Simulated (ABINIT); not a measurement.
# InP (F-43m): third-order response

Which lines does InP (F-43m) show in Raman and infrared spectra?

Method: DFT LDA, scalar-relativistic, plane waves, HGH norm-conserving pseudopotentials, in ABINIT 10.8.3.

Report form: the programs' logs are mostly left out.

The database entry behind the starting cell differs from later determinations by our own check (0.1 to 0.3 % short, probably kX units), so it need not match the best structure at ambient conditions.

## Step 1: The starting structure

It takes space group F-43m (No. 216, cubic). The conventional cell has a = 5.861 Å, b = 5.861 Å, c = 5.861 Å, α = 90.00°, β = 90.00°, γ = 90.00°. In has 4 P at 2.54 Å nearest. P has 4 In at 2.54 Å nearest. Farther neighbours are not listed.

## Step 2: A probe with smearing

A first run with smearing and empty bands tells whether the crystal has a gap, which decides between fixed occupations and smearing later on.

Input file probe.abi:

```
# ground state
tolvrs 1.0d-08
prtden 1
prtwf 1

# basis, mesh and filling
ecut 24.0
ixc 7
ngkpt 6 6 6
nshiftk 1
shiftk 0.0 0.0 0.0
istwfk *1
occopt 7
tsmear 0.005
nband 9
nstep 100
diemac 9.0
prtebands 0
prtgsr 0

# cell and atoms
acell 3*1.0 Angstrom
rprim 
    0.0 2.9305 2.9305
    2.9305 0.0 2.9305
    2.9305 2.9305 0.0
ntypat 2
znucl 49 15
natom 2
typat 1 2
xred 
    0.0 0.0 0.0
    0.25 0.25 0.25
pp_dirpath "./pseudo"
pseudos "In.hgh, P.hgh"
```

Started as:

```sh
> OMP_NUM_THREADS=1 mpirun -n 2 abinit probe.abi > probe.log
```

It took 4.4 s on 2 MPI ranks of AMD EPYC 7B13 (Zen 3), shared host; 8.5 s of CPU time.

This step gave:

* volume per atom: 25.17 Å³
* pressure: -4.468 GPa
* gap on the k-mesh: 0.7859 eV

A gap of 0.79 eV opens on this mesh, so the crystal is taken as an insulator; the printed pressure holds the stress of the finite basis too.

## Step 3: Relaxation

The harmonic expansion needs vanishing forces, and a free crystal bears no stress, so cell and atoms are brought to rest. Stress is more sensitive to the basis than forces are: the last 3 Ha under the cutoff are smoothed with ecutsm, and the cutoff is raised above that of the later runs.

Input file relax.abi:

```
# relaxation
ionmov 2
optcell 2
dilatmx 1.08
ntime 40
tolmxf 1.0d-05
tolvrs 1.0d-14
prtwf 0
prtden 0
chksymtnons 0

# basis, mesh and filling
ecut 31.0
ecutsm 3.0
ixc 7
ngkpt 6 6 6
nshiftk 1
shiftk 0.0 0.0 0.0
istwfk *1
occopt 1
nband 4
nstep 100
diemac 9.0
prtebands 0
prtgsr 0

# cell and atoms
acell 3*1.0 Angstrom
rprim 
    0.0 2.9305 2.9305
    2.9305 0.0 2.9305
    2.9305 2.9305 0.0
ntypat 2
znucl 49 15
natom 2
typat 1 2
xred 
    0.0 0.0 0.0
    0.25 0.25 0.25
pp_dirpath "./pseudo"
pseudos "In.hgh, P.hgh"
```

Started as:

```sh
> OMP_NUM_THREADS=1 mpirun -n 2 abinit relax.abi > relax.log
```

Run time: 17 s. Hardware: 2 MPI ranks.

Relaxation path:

```
step  energy less that of the first step (eV)  largest force (eV/Å)  volume (Å³)
   1                                   0.0000                0.0000        50.33
   2                                  -0.0169                0.0000        49.66
   3                                  -0.0487                0.0000        46.69
   4                                  -0.0491                0.0000        46.99
   5                                  -0.0491                0.0000        46.97
```

```csv
"conventional cell, symmetrised",before,after,change
a (Å),5.861,5.727,-2.3 %
b (Å),5.861,5.727,-2.3 %
c (Å),5.861,5.727,-2.3 %
volume (Å³/atom),25.17,23.49,-6.7 %
```

Final coordinates:

```
In P
1.0
     0.00000    2.86373    2.86373
     2.86373    0.00000    2.86373
     2.86373    2.86373    0.00000
In P
1 1
Direct
  0.00000 0.00000 0.00000
  0.25000 0.25000 0.25000
```

Numbers from this step:

```
volume per atom : 23.49 Å³
pressure        : -3.08e-4 GPa
```

The volume changes by -6.7 % in this run and stands -6.7 % from the first cell.

## Step 4: Ground state

First-order wavefunctions inherit every error of the ground state, hence the very tight tolvrs. The mesh is shifted off Γ, since shifted meshes converge sums over the zone faster.

Input file gs.abi:

```
# ground state
tolvrs 1.0d-16
prtden 1
prtwf 1

# basis, mesh and filling
ecut 24.0
ixc 7
ngkpt 6 6 6
nshiftk 4
shiftk 
    0.5 0.5 0.5
    0.5 0.0 0.0
    0.0 0.5 0.0
    0.0 0.0 0.5
istwfk *1
occopt 1
nband 4
nstep 100
diemac 9.0
prtebands 0
prtgsr 0

# cell and atoms
acell 3*1.0 Angstrom
rprim 
    0.0 2.863732959 2.863732959
    2.863732959 0.0 2.863732959
    2.863732959 2.863732959 0.0
ntypat 2
znucl 49 15
natom 2
typat 1 2
xred 
    0.0 0.0 0.0
    0.25 0.25 0.25
pp_dirpath "./pseudo"
pseudos "In.hgh, P.hgh"
```

Started as:

```sh
> OMP_NUM_THREADS=1 mpirun -n 2 abinit gs.abi > gs.log
```

Elapsed: 5.2 s, on 2 MPI ranks.

Read from the output:

| Quantity | Value |
| --- | --- |
| pressure | -0.07853 GPa |

The cell stands at -0.079 GPa, close enough for phonons.

## Step 5: Empty bands

Empty bands on the ground state's density check that the gap assumed so far is there in this cell.

Input file gap.abi:

```
# empty bands on the ground state's density
iscf -2
getden_filepath "gso_DEN"
tolwfr 1.0d-12
nbdbuf 2
prtwf 0

# basis, mesh and filling
ecut 24.0
ixc 7
ngkpt 8 8 8
nshiftk 1
shiftk 0.0 0.0 0.0
istwfk *1
occopt 1
nband 8
nstep 100
diemac 9.0
prtebands 0
prtgsr 0

# cell and atoms
acell 3*1.0 Angstrom
rprim 
    0.0 2.863732959 2.863732959
    2.863732959 0.0 2.863732959
    2.863732959 2.863732959 0.0
ntypat 2
znucl 49 15
natom 2
typat 1 2
xred 
    0.0 0.0 0.0
    0.25 0.25 0.25
pp_dirpath "./pseudo"
pseudos "In.hgh, P.hgh"
```

Started as:

```sh
> OMP_NUM_THREADS=1 mpirun -n 2 abinit gap.abi > gap.log
```

The job ended after 4.3 s (2 MPI ranks).

Read from the output:

```yaml
gap_on_the_k_mesh: 1.241 eV
```

In this cell the gap on the mesh is 1.2 eV, direct, so fixed occupations hold.

## Step 6: Linear response at Γ

The derivative of the wavefunctions by k comes first, since the response to a field is built on it; then the field and the displacements that symmetry doesn't supply are solved at q = 0. By the 2n+1 theorem the first-order wavefunctions also give third derivatives: Raman tensors and the non-linear susceptibility.

It reads the wavefunctions written in step 4.

Input file dfpt_gamma.abi:

```
ndtset 3

# common to the responses
getwfk_filepath "gso_WFK"
kptopt 2
nqpt 1
qpt 0.0 0.0 0.0
asr 0
chneut 0

# d/dk
rfelfd1 2
rfdir1 1 1 1
iscf1 -3
tolwfr1 1.0d-20

# displacements, field
rfphon2 1
rfatpol2 1 2
rfdir2 1 1 1
rfelfd2 3
getddk2 1
tolvrs2 1.0d-10
prepanl2 1
prtden2 1

# third order
optdriver3 5
getden_filepath3 "gso_DEN"
get1den3 2
get1wf3 2
getddk3 1
d3e_pert1_elfd3 1
d3e_pert1_phon3 1
d3e_pert1_atpol3 1 2
d3e_pert1_dir3 1 1 1
d3e_pert2_elfd3 1
d3e_pert2_dir3 1 1 1
d3e_pert3_elfd3 1
d3e_pert3_dir3 1 1 1
usepead3 1
tolvrs3 1.0d-10

# basis, mesh and filling
ecut 24.0
ixc 7
ngkpt 6 6 6
nshiftk 4
shiftk 
    0.5 0.5 0.5
    0.5 0.0 0.0
    0.0 0.5 0.0
    0.0 0.0 0.5
istwfk *1
occopt 1
nband 4
nstep 100
diemac 9.0
prtebands 0
prtgsr 0

# cell and atoms
acell 3*1.0 Angstrom
rprim 
    0.0 2.863732959 2.863732959
    2.863732959 0.0 2.863732959
    2.863732959 2.863732959 0.0
ntypat 2
znucl 49 15
natom 2
typat 1 2
xred 
    0.0 0.0 0.0
    0.25 0.25 0.25
pp_dirpath "./pseudo"
pseudos "In.hgh, P.hgh"
```

Started as:

```sh
> OMP_NUM_THREADS=1 mpirun -n 2 abinit dfpt_gamma.abi > dfpt_gamma.log
```

Elapsed: 8.8 min, on 2 MPI ranks.

This step gave:

```yaml
miss_of_the_charge_sum_rule: 0.006947 e
largest_acoustic_frequency_at_the_zone_centre_before_the_sum_rule: 0.75 cm⁻¹
highest_optical_zone_centre_mode_no_lo_to_term: 311.5 cm⁻¹
lowest_optical_zone_centre_mode: 311.5 cm⁻¹
mean_high_frequency_dielectric_constant: 9.696
largest_born_charge_in_size_third_of_the_trace: 2.361 e
```

Born charge (rows field, columns displacement), before the sum rule (e), principal values of the symmetric part by kind of site:

```
atom  atoms with these values    low  middle   high   mean
 In1                        1   2.35    2.35   2.35   2.35
  P2                        1  -2.36   -2.36  -2.36  -2.36
```

In full for P2:

```
-2.36  0.00  0.00
 0.00 -2.36  0.00
 0.00  0.00 -2.36
```

High-frequency dielectric tensor:

```
9.70 0.00 0.00
0.00 9.70 0.00
0.00 0.00 9.70
```

The acoustic modes at Γ come out as far as 0.8 cm⁻¹ from zero, where they should vanish, a small numerical error; the Born charges miss their sum rule by 0.0069 e, which is good.

## Step 7: Zone-centre analysis

anaddb reads the merged derivatives, imposes the acoustic sum rule and charge neutrality, and adds the LO-TO term along chosen directions.

Input file anaddb.abi:

```
ddb_filepath "gamma_DDB"
output_file "anaddb.abo"
outdata_prefix "anaddb"
asr 1
chneut 1
enunit 2
eivec 1
nph1l 1
qph1l 0.0 0.0 0.0 1.0
dieflag 1
nph2l 3
qph2l 
    1.0 0.0 0.0 0.0
    0.0 0.0 1.0 0.0
    1.0 1.0 1.0 0.0
nlflag 1
ramansr 1
alphon 1
prtmbm 1
```

Input file mrgddb.in:

```
gamma_DDB
merged
3
dfpt_gammao_DS2_DDB
dfpt_gammao_DS3_DDB
gso_DDB
```

Started as:

```sh
> mrgddb < mrgddb.in > mrgddb.log
> OMP_NUM_THREADS=1 anaddb anaddb.abi > anaddb.log
```

Wall time 0.96 s (1 thread).

This step gave:

- mean static dielectric constant: 12.16
- highest mode moved by the LO-TO term: 348.8 cm⁻¹

No LO-TO term; unit eigenvectors of the mass-weighted matrix, from anaddb's displacements. Modes at Γ, with each element's share of the kinetic energy:

| mode | frequency (cm⁻¹) | symmetry | In % | P % |
| --- | --- | --- | --- | --- |
| 1 | 0.0 | acoustic | 79 | 21 |
| 2 | 0.0 | acoustic | 79 | 21 |
| 3 | 0.0 | acoustic | 79 | 21 |
| 4 | 311.5 | T2 | 21 | 79 |
| 5 | 311.5 | T2 | 21 | 79 |
| 6 | 311.5 | T2 | 21 | 79 |

Displacements in mode 6 (311.5 cm⁻¹), the largest set to 1:
```
In1  0.27  0.00  0.00
P2  -1.00  0.00  0.00
```

Trace of the oscillator strength, degenerate modes summed. Lines of the infrared spectrum (strongest = 100):

```
position (cm⁻¹)  lines merged  IR intensity, relative
            312             3                     100
```

From anaddb's Raman susceptibilities, degenerate modes summed; transverse modes, the longitudinal lines of polar modes are not listed. Lines of the Raman spectrum (strongest = 100):

| position (cm⁻¹) | lines merged | Raman activity (Å⁴/amu), powder, relative |
| --- | --- | --- |
| 312 | 3 | 100 |

Static dielectric tensor (ions relaxed, fixed cell):

```
12.16  0.00  0.00
 0.00 12.16  0.00
 0.00  0.00 12.16
```

Non-linear optical d (pm/V). Tensor:

| field along | xx | yy | zz | yz | xz | xy |
| --- | --- | --- | --- | --- | --- | --- |
| x | 0 | 0 | 0 | 46.21 | 0 | 0 |
| y | 0 | 0 | 0 | 0 | 46.21 | 0 |
| z | 0 | 0 | 0 | 0 | 0 | 46.21 |

The rule moves no optical mode by more than 0.1 cm⁻¹.

## Step 8: Summary of results

| Item | Value |
| --- | --- |
| space group after relaxation | F-43m |
| volume per atom | 23.5 Å³ |
| highest optical zone-centre mode (no LO-TO term) | 311.5 cm⁻¹ |
| highest mode moved by the LO-TO term | 348.8 cm⁻¹ |
| mean high-frequency dielectric constant | 9.70 |
| largest Born charge in size (third of the trace) | 2.36 e |
| mean static dielectric constant | 12.2 |
| imaginary optical modes at the zone centre (no q mesh in this session) | none |

What this shows: The largest Raman activity of InP (F-43m) lies at 312 cm⁻¹ and the strongest infrared line at 312 cm⁻¹ (transverse modes). At the LDA level the optical modes of InP (F-43m) at the zone centre (no LO-TO term) lie at 312 cm⁻¹. Along the directions run, the highest mode that the macroscopic field moves lies at 349 cm⁻¹. Lattice motion raises the mean dielectric constant from 9.696 to 12.16. The Raman intensities rest on static tensors of the transverse modes; green light lies near or above this gap, where resonance changes them. The Born charge of In is 2.354 e against a formal charge of +3: moving the atom carries less polarisation than a rigid ion would, as is usual in tetrahedral, largely covalent crystals. The Lyddane-Sachs-Teller relation holds: (ωLO/ωTO)² is 1.25 and ε₀/ε∞ is 1.25. These are harmonic frequencies at zero temperature: anharmonic shifts and linewidths and thermal expansion are left out. The HGH files keep few electrons and have no core correction, which is cheap but rough for In. The relaxed cell is 7 % smaller in volume than the measured one, and all results belong to that cell.

[Host names and launcher messages were left out of these logs when they were recorded.]

[Logs are printed without paths, hosts, clocks, repeated set-up lines and the standing remarks that a program may print on its own settings, such as how far it seeks lower states.]

[Hosts, paths, dates, database ids (printed as entryN), source tags and the programs' standing remarks are cut or masked in the printed files.]
